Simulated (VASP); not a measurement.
# CdGeAs2 (I-42d) in VASP: notebook

The runs below take CdGeAs2 through relaxation of cell and atoms, with PBEsol, LDA.

Everything below comes from runs of VASP 6.6.1. Logs are shortened: lines on timing, memory, paths and dates and some standing lists are left out, and cuts for length are marked.

### Step 1. Starting point

Symmetry: I-42d, No. 122, tetragonal system. The conventional cell has a = 5.978 Å, b = 5.978 Å, c = 11.329 Å, α = 90.00°, β = 90.00°, γ = 90.00°. Cd (site symmetry -4) is surrounded by 4 As at 2.65 Å. Ge (site symmetry -4) is surrounded by 4 As at 2.45 Å. Around As (site symmetry 2) lie 2 Ge at 2.45 Å and 2 Cd at 2.65 Å.

The cell is a database's computed one.

### Step 2. Relaxation of cell and atoms, PBEsol

File INCAR:

```
SYSTEM = CdGeAs2
PREC = Accurate
ENCUT = 600
EDIFF = 1E-6
ISMEAR = 0
SIGMA = 0.03
LREAL = .FALSE.
LASPH = .TRUE.
NELM = 80
ALGO = Normal
ISIF = 3
LWAVE = .FALSE.
LCHARG = .FALSE.
GGA = PS
IBRION = 2
NSW = 90
EDIFFG = -0.01
KPAR = 2
```

File KPOINTS:

```
regular mesh
0
G
  8 8 8
  0 0 0
```

File POSCAR:

```
CdGeAs2
1.0
   -2.9888745628      2.9888745628      5.6642966801
    2.9888745628     -2.9888745628      5.6642966801
    2.9888745628      2.9888745628     -5.6642966801
Cd Ge As
2 2 4
Direct
    0.2500000000      0.7500000000      0.5000000000
    0.5000000000      0.5000000000      0.0000000000
    0.0000000000      0.0000000000      0.0000000000
    0.7500000000      0.2500000000      0.5000000000
    0.8750000000      0.3462175700      0.9712175700
    0.6537824300      0.6250000000      0.5287824300
    0.3750000000      0.9037824300      0.0287824300
    0.0962175700      0.1250000000      0.4712175700
```

Potentials or basis: VASP PAW PBE potentials, release 64 (Cd, Ge_d, As).

Launch:

```console
$ cat potpaw_PBE.64/Cd/POTCAR potpaw_PBE.64/Ge_d/POTCAR potpaw_PBE.64/As/POTCAR > POTCAR
$ mpirun -np 2 vasp_std > vasp.out
```

OUTCAR:

```text
SYSTEM = CdGeAs2
   PREC = Accurate
   ENCUT = 600
   EDIFF = 1E-6
   ISMEAR = 0
   LREAL = .FALSE.
   LASPH = .TRUE.
   NELM = 80
   ISIF = 3
   GGA = PS
   IBRION = 2
   NSW = 90
   EDIFFG = -0.01

 ion  position               nearest neighbor table
   1  0.250  0.750  0.500-   7 2.65   6 2.65   8 2.65   5 2.65
   2  0.500  0.500  0.000-   6 2.65   5 2.65   7 2.65   8 2.65
   3  0.000  0.000  0.000-   6 2.45   5 2.45   7 2.45   8 2.45
   4  0.750  0.250  0.500-   7 2.45   6 2.45   5 2.45   8 2.45
   5  0.875  0.346  0.971-   3 2.45   4 2.45   1 2.65   2 2.65
   6  0.654  0.625  0.529-   3 2.45   4 2.45   1 2.65   2 2.65
   7  0.375  0.904  0.029-   4 2.45   3 2.45   2 2.65   1 2.65
   8  0.096  0.125  0.471-   3 2.45   4 2.45   2 2.65   1 2.65

  LATTYP: Found a body centered tetragonal cell.
 ALAT       =     5.9777491256
 C/A-ratio  =     1.8951269319

  Lattice vectors:

 A1 = (  -2.9888745628,   2.9888745628,   5.6642966801)
 A2 = (   2.9888745628,  -2.9888745628,   5.6642966801)
 A3 = (   2.9888745628,   2.9888745628,  -5.6642966801)

Analysis of symmetry for initial positions (statically):
=====================================================================
 Subroutine PRICEL returns:
 Original cell was already a primitive cell.

 Routine SETGRP: Setting up the symmetry group for a
 body centered tetragonal supercell.

 Subroutine GETGRP returns: Found  8 space group operations
 (whereof  4 operations were pure point group operations)
 out of a pool of 16 trial point group operations.

The static configuration has the point symmetry S_4 .
 The point group associated with its full space group is D_2d.

Analysis of symmetry for dynamics (positions and initial velocities):
=====================================================================
 Subroutine PRICEL returns:
 Original cell was already a primitive cell.

 Routine SETGRP: Setting up the symmetry group for a
 body centered tetragonal supercell.

 Subroutine GETGRP returns: Found  8 space group operations
 (whereof  4 operations were pure point group operations)
 out of a pool of 16 trial point group operations.

The dynamic configuration has the point symmetry S_4 .
 The point group associated with its full space group is D_2d.

 Subroutine INISYM returns: Found  8 space group operations
 (whereof  4 operations are pure point group operations),
 and found     1 'primitive' translations

----------------------------------------------------------------------------------------

                                     Primitive cell

  volume of cell :     202.4051

  direct lattice vectors                    reciprocal lattice vectors
    -2.988874563  2.988874563  5.664296680     0.000000000  0.167287047  0.088272212
     2.988874563 -2.988874563  5.664296680     0.167287047  0.000000000  0.088272212
     2.988874563  2.988874563 -5.664296680     0.167287047  0.167287047  0.000000000

  length of vectors
     7.067602082  7.067602082  7.067602082     0.189147931  0.189147931  0.236579611

  position of ions in fractional coordinates (direct lattice)
     0.250000000  0.750000000  0.500000000
     0.500000000  0.500000000  0.000000000
     0.000000000  0.000000000  0.000000000
     0.750000000  0.250000000  0.500000000
     0.875000000  0.346217570  0.971217570
     0.653782430  0.625000000  0.528782430
     0.375000000  0.903782430  0.028782430
     0.096217570  0.125000000  0.471217570

  ion indices of the primitive-cell ions
   primitive index   ion index
                 1           1
                 2           2
                 3           3
                 4           4
                 5           5
                 6           6
                 7           7
                 8           8

----------------------------------------------------------------------------------------

 KPOINTS: regular mesh

Automatic generation of k-mesh.
 Grid dimensions read from file:
 generate k-points for:    8    8    8

 Generating k-lattice:

  Cartesian coordinates                     Fractional coordinates (reciprocal lattice)
     0.000000000  0.020910881  0.011034027     0.125000000 -0.000000000  0.000000000
     0.020910881  0.000000000  0.011034027    -0.000000000  0.125000000  0.000000000
     0.020910881  0.020910881  0.000000000     0.000000000  0.000000000  0.125000000

  Length of vectors
     0.023643491  0.023643491  0.029572451

  Shift w.r.t. Gamma in fractional coordinates (k-lattice)
     0.000000000  0.000000000  0.000000000

 Subroutine IBZKPT returns following result:
 ===========================================

 Found     59 irreducible k-points:

 Following reciprocal coordinates:
            Coordinates               Weight
  0.000000  0.000000  0.000000      1.000000
  0.125000 -0.000000  0.000000      8.000000
  0.250000 -0.000000  0.000000      8.000000
  0.375000 -0.000000  0.000000      8.000000
  0.500000 -0.000000  0.000000      4.000000
  0.125000  0.125000  0.000000      8.000000
[... 16 lines left out ...]
  0.250000  0.125000  0.125000     16.000000
  0.375000  0.125000  0.125000      8.000000
 [... further k-points ...]
   k-points           NKPTS =     59   k-points in BZ     NKDIM =     59   number of bands    NBANDS=     43
   number of dos      NEDOS =    301   number of ions     NIONS =      8
   total plane-waves  NPLWV = 175616
   dimension x,y,z NGX =    56 NGY =   56 NGZ =   56
   dimension x,y,z NGXF=   112 NGYF=  112 NGZF=  112
   ions per type =               2   2   4
   NGX,Y,Z   is equivalent  to a cutoff of  13.17, 13.17, 13.17 a.u.
   NGXF,Y,Z  is equivalent  to a cutoff of  26.34, 26.34, 26.34 a.u.
 SYSTEM =  CdGeAs2
   PREC   = accura    normal or accurate (medium, high low for compatibility)
   ISTART =      0    job   : 0-new  1-cont  2-samecut
   ICHARG =      2    charge: 1-file 2-atom 10-const
   ISPIN  =      1    spin polarized calculation?
   LNONCOLLINEAR =      F non collinear calculations
   LSORBIT =      F    spin-orbit coupling
   LASPH  =      T    aspherical Exc in radial PAW
   ENCUT  =  600.0 eV  44.10 Ry    6.64 a.u.  14.12 14.12 14.12*2*pi/ulx,y,z
   NELM   =     80;   NELMIN=  2; NELMDL= -5     # of ELM steps
   EDIFF  = 0.1E-05   stopping-criterion for ELM
   LREAL  =      F    real-space projection
   EDIFFG = -.1E-01   stopping-criterion for IOM
   NSW    =     90    number of steps for IOM
   IBRION =      2    ionic relax: 0-MD 1-quasi-New 2-CG
   NFREE  =      1    steps in history (QN), initial steepest desc. (CG)
   ISIF   =      3    stress and relaxation
   ISYM   =      2    0-nonsym 1-usesym 2-fastsym
   POTIM  = 0.5000    time-step for ionic-motion
   TEBEG  =    0.0;   TEEND  =   0.0 temperature during run
   PSTRESS=    0.0 pullay stress
   NELECT =      72.0000    total number of electrons
   NUPDOWN=      -1.0000    fix difference up-down
   EMIN   =  10.00;   EMAX   =-10.00  energy-range for DOS
   EFERMI =   0.00;   METHOD = LEGACY
   ISMEAR =     0;   SIGMA  =   0.03  broadening in eV -4-tet -1-fermi 0-gaus
   EFERMI_NEDOS =   21; number of points for ismear=-14 and -15
   IALGO  =     38    algorithm
   IMIX   =      4    mixing-type and parameters
     AMIX     =   0.40;   BMIX     =  1.00
     AMIX_MAG =   1.60;   BMIX_MAG =  1.00
  volume/ion in A,a.u.               =      25.30       170.74
  Fermi-wavevector in a.u.,A,eV,Ry     =   1.159966  2.192018 18.306922  1.345521
  Thomas-Fermi vector in A             =   2.296553
   LORBIT       =      0    0 simple, 1 ext, 2 COOP (PROOUT), +10 PAW based schemes
   GGA     = PS    functional components
   LHFCALC =     F    Hartree Fock is set to
   AEXX    =    0.0000 exact exchange contribution
   IVDW    =     0    specifies the selected vdW correction
   LEPSILON=     F    determine dielectric tensor
   LRPA    =     F    only Hartree local field effects (RPA)
 conjugate gradient relaxation of ions
 non-spin polarized calculation
 Gauss-broadening in eV      SIGMA  =   0.03
  energy-cutoff  :      600.00
  volume of cell :      202.41
 maximum number of plane-waves:      6784
   NGX = 29   NGY = 29   NGZ = 29

--------------------------------------- Ionic step        1  -------------------------------------------

 number of electron      71.9999996 magnetization

 Free energy of the ion-electron system (eV)
  ---------------------------------------------------
  ext. energy  EPLUGINS =         0.00000000
  ---------------------------------------------------
  free energy    TOTEN  =       -33.12256717 eV

  energy without entropy =      -33.12256551  energy(sigma->0) =      -33.12256634

------------------------ aborting loop because EDIFF is reached ----------------------------------------

  FORCE on cell =-STRESS in cart. coord.  units (eV):
  Direction    XX          YY          ZZ          XY          YZ          ZX
  --------------------------------------------------------------------------------------
  -------------------------------------------------------------------------------------
  Total       -0.6984654     -0.6984654     -0.6172121      0.0000000     -0.0000000      0.0000000
  in kB       -5.5288414     -5.5288414     -4.8856648      0.0000000     -0.0000000      0.0000000
  external PRESSURE =      -5.3144492 kB  Pullay stress =       0.0000000 kB
[... 237 lines left out ...]
  energy  without entropy=      -33.1324957019  energy(sigma->0) =      -33.13249623

--------------------------------------- Ionic step        7  -------------------------------------------

 number of electron      72.0000001 magnetization

 Free energy of the ion-electron system (eV)
  ---------------------------------------------------
  ext. energy  EPLUGINS =         0.00000000
  ---------------------------------------------------
  free energy    TOTEN  =       -33.13256704 eV

  energy without entropy =      -33.13256590  energy(sigma->0) =      -33.13256647

 E-fermi :   2.9460     XC(G=0):  -9.5501

 val. band max:        2.8720859083   @ k =   0.1250  -0.0000   0.0000
 cond. band min:       3.0070634752   @ k =   0.0000   0.0000   0.0000
 fundamental gap:      0.1349775669
 Fermi energy:         2.9459627106

 k-point     1 :       0.0000    0.0000    0.0000
  band No.  band energies     occupation
      1     -21.9121      2.00000
      2     -21.9121      2.00000
      3     -21.9119      2.00000
      4     -21.9078      2.00000
      5     -21.9051      2.00000
      6     -21.9051      2.00000
[... 1093 lines left out ...]
     42       6.7207      0.00000
     43       6.7827      0.00000

 [... further k-points ...]
[... 5 lines left out ...]
  --------------------------------------------------------------------------------------
  -------------------------------------------------------------------------------------
  Total       -0.0367338     -0.0367338      0.0490805      0.0000000     -0.0000000      0.0000000
  in kB       -0.2936301     -0.2936301      0.3923236      0.0000000     -0.0000000      0.0000000
  external PRESSURE =      -0.0649788 kB  Pullay stress =       0.0000000 kB
[... 23 lines left out ...]
  FREE ENERGIE OF THE ION-ELECTRON SYSTEM (eV)
  ---------------------------------------------------
  free  energy   TOTEN  =       -33.1325670401 eV

  energy  without entropy=      -33.1325659032  energy(sigma->0) =      -33.13256647

 reached required accuracy - stopping structural energy minimisation
```

Run time: 20 min. Hardware: 2 MPI ranks of Intel Xeon Platinum 8375C at 2.90GHz (Ice Lake), shared host; peak memory 0.86 GiB.

Results:

```yaml
Free_energy: -33.1326 eV
Relaxed_volume: 25.05 Å³/atom
Relaxed_cell: a = 7.050 Å, b = 7.050 Å, c = 7.050 Å, α = 130.04°, β = 130.04°, γ = 73.34°
Space_group_after_relaxing_to_0.05_Å: I-42d (No. 122)
Energy_gained_by_relaxing: 1.2 meV/atom
Ionic_steps: 7
Pressure_after_relaxing: 0.0 GPa
Band_gap_on_the_k_mesh: 0.13 eV, indirect (least direct gap 0.22 eV)
```

Step by step:
| step | energy change (eV) | largest force (eV/Å) | pressure (GPa) | volume (Å³) |
| --- | --- | --- | --- | --- |
| 1 | 0.0000 | 0.1694 | -0.53 | 202.41 |
| 2 | -0.0073 | 0.1058 | 0.17 | 199.96 |
| 3 | -0.0073 | 0.1006 | 0.23 | 199.77 |
| 4 | -0.0096 | 0.0320 | 0.08 | 200.17 |
| 5 | -0.0099 | 0.0004 | 0.02 | 200.36 |
| 6 | -0.0099 | 0.0031 | 0.01 | 200.38 |
| 7 | -0.0100 | 0.0012 | -0.01 | 200.44 |

Final structure:
```xyz
8
Lattice="-2.9769 2.9769 5.6545 2.9769 -2.9769 5.6545 2.9769 2.9769 -5.6545" Properties=species:S:1:pos:R:3 pbc="T T T"
Cd    2.9769    0.0000    2.8272
Cd    0.0000    0.0000    5.6545
Ge    0.0000    0.0000    0.0000
Ge    0.0000    2.9769    2.8272
As    1.3365    4.4653    1.4136
As    1.4884    1.6404    4.2408
As    1.6404   -1.4884    7.0681
As    1.4884    1.3365   -1.4136
```

Caveat: the PAW data sets were made with another functional, which shifts forces and pressure a little. A k mesh can miss the band edges.

### Step 3. Relaxation of cell and atoms, PBEsol

This run uses another cell than the first one, of 25.05 Å³/atom, 0.990 times its volume.

INCAR: that of step 2 with these lines changed.

```diff
@@ -3,3 +3,3 @@
 ENCUT = 600
-EDIFF = 1E-6
+EDIFF = 1E-7
 ISMEAR = 0
@@ -16,3 +16,3 @@
 NSW = 90
-EDIFFG = -0.01
+EDIFFG = -0.005
 KPAR = 2
```

KPOINTS is that of step 2.

File POSCAR:

```
CdGeAs2                                 
1.0
   -2.9768871240      2.9768871240      5.6544552050
    2.9768871240     -2.9768871240      5.6544552050
    2.9768871240      2.9768871240     -5.6544552050
  Cd              Ge              As            
     2     2     4
Direct
     0.2500000000000000    0.7500000000000000    0.5000000000000000
     0.5000000000000000    0.5000000000000000    0.0000000000000000
     0.0000000000000000    0.0000000000000000    0.0000000000000000
     0.7500000000000000    0.2500000000000000    0.5000000000000000
     0.8750000000000000    0.3494755787843355    0.9744755787843353
     0.6505244212156647    0.6250000000000000    0.5255244212156647
     0.3750000000000000    0.9005244212156647    0.0255244212156646
     0.0994755787843354    0.1250000000000000    0.4744755787843355
```

Potentials or basis: VASP PAW PBE potentials, release 64 (Cd, Ge_d, As).

Launch:

```console
$ cat potpaw_PBE.64/Cd/POTCAR potpaw_PBE.64/Ge_d/POTCAR potpaw_PBE.64/As/POTCAR > POTCAR
$ mpirun -np 2 vasp_std > vasp.out
```

Run time: 16 min. Hardware: 2 MPI ranks of Intel Xeon Platinum 8375C at 2.90GHz (Ice Lake), shared host; peak memory 0.85 GiB.

It converged, with:

* Free energy: -33.1322 eV
* Energy gained by relaxing: 0.0 meV/atom
* Ionic steps: 4
* Pressure after relaxing: 0.0 GPa
* Band gap on the k mesh: 0.13 eV, indirect (least direct gap 0.21 eV)

Forces on the atoms (eV/Å):
```
Cd   0.000  0.000  0.000
Cd   0.000  0.000  0.000
Ge   0.000  0.000  0.000
Ge   0.000  0.000  0.000
As   0.003  0.000  0.000
As   0.000 -0.003  0.000
As  -0.003  0.000  0.000
As   0.000  0.003  0.000
```

Final structure:
```cif
data_structure
_symmetry_space_group_name_H-M 'P 1'
_symmetry_Int_Tables_number 1
_cell_length_a 7.0544
_cell_length_b 7.0544
_cell_length_c 7.0544
_cell_angle_alpha 130.119
_cell_angle_beta 130.119
_cell_angle_gamma 73.217
_cell_volume 200.43
loop_
_atom_site_label
_atom_site_type_symbol
_atom_site_fract_x
_atom_site_fract_y
_atom_site_fract_z
_atom_site_occupancy
Cd1 Cd 0.25000 0.75000 0.50000 1
Cd2 Cd 0.50000 0.50000 0.00000 1
Ge1 Ge 0.00000 0.00000 0.00000 1
Ge2 Ge 0.75000 0.25000 0.50000 1
As1 As 0.87500 0.34946 0.97446 1
As2 As 0.65054 0.62500 0.52554 1
As3 As 0.37500 0.90054 0.02554 1
As4 As 0.09946 0.12500 0.47446 1
```

Levels at points of the mesh, in eV from the valence-band top:
| k point | band 34 | band 35 | band 36 | band 37 | band 38 | band 39 |
| --- | --- | --- | --- | --- | --- | --- |
| (0.00, 0.00, 0.00) | -0.19 | -0.08 | -0.08 | 0.13 | 1.28 | 1.71 |
| (0.50, 0.00, 0.00) | -1.52 | -1.26 | -0.66 | 1.81 | 2.04 | 2.64 |
| (0.50, 0.50, 0.00) | -1.06 | -0.55 | -0.55 | 0.66 | 0.66 | 2.48 |
| (0.50, 0.50, 0.50) | -1.82 | -0.99 | -0.99 | 1.35 | 1.35 | 1.57 |

Caveat: the PAW data sets were made with another functional, which shifts forces and pressure a little.

(Continued in part 2 of 2.)
